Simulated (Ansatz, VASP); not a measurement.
# One calculation of Si, two programs

File INCAR:

```
PREC = Accurate
ENCUT = 520
EDIFF = 1E-7
ISMEAR = -1
SIGMA = 0.05
LREAL = False
LASPH = True
NELM = 80
ALGO = Normal
ISIF = 2
LWAVE = False
LCHARG = False
GGA = CA
NBANDS = 16
```

File KPOINTS:

```
regular mesh
0
Gamma
  8 8 4
```

The input POSCAR:

```
Si
1.0
    3.9064604095      0.0000000000      0.0000000000
   -1.9532302048      3.3830939535      0.0000000000
    0.0000000000      0.0000000000      6.4568225910
Si
4
Direct
    0.6666666667      0.3333333333      0.9369905000
    0.3333333333      0.6666666667      0.4369905000
    0.6666666667      0.3333333333      0.5630095000
    0.3333333333      0.6666666667      0.0630095000
```

Contents of input.yaml:

```yaml
crystal:
  lattice:
    - [3.9064604095, 0.0, 0.0]
    - [-1.9532302048, 3.3830939535, 0.0]
    - [0.0, 0.0, 6.456822591]
  atoms:
    - { symbol: Si, position: [0.6666666667, 0.3333333333, 0.9369905] }
    - { symbol: Si, position: [0.3333333333, 0.6666666667, 0.4369905] }
    - { symbol: Si, position: [0.6666666667, 0.3333333333, 0.5630095] }
    - { symbol: Si, position: [0.3333333333, 0.6666666667, 0.0630095] }
kpoints:
  mp_grid: { grid: [8, 8, 4] }
scf:
  occupations: { method: fermi_dirac, width: 0.05 }
hamiltonian:
  xc: lda
  pseudopotentials: { kind: all_electron, lapw: { basis_error: 0.002 } }
output:
  forces: true
  stress: true
  eigenvalues: true
```

Change from the starting cell: volume scaled by 1.06.

Alike in both runs: task single point; functional LDA; k mesh 8 × 8 × 4; occupations fermi-dirac, width 0.05 eV; no spin polarisation.

|  | VASP | Ansatz |
| --- | --- | --- |
| version | VASP 6.6.1 | Ansatz 0.2.0 |
| potentials or method | VASP PAW LDA potentials, release 64 (Si) | all-electron LAPW, scalar-relativistic |
| plane-wave cutoff (eV) | 520 | see its input |

|  | VASP | Ansatz | Ansatz less VASP |
| --- | --- | --- | --- |
| gap on the k mesh at the Fermi level (eV) | 0.42 | 0.43 | +0.004 |
| least direct gap on the mesh (eV) | 0.77 | 0.76 | -0.007 |
| pressure (GPa) | -6.5 | -6.6 | -0.04 |
| rms of the force components (eV/Å) | 0.021 | 0.021 | 0.0000 |

Atom by atom the forces differ by 0.000 eV/Å (rms over components). Ansatz ran all-electron here, so the differences hold the error of VASP's frozen core and of both bases.
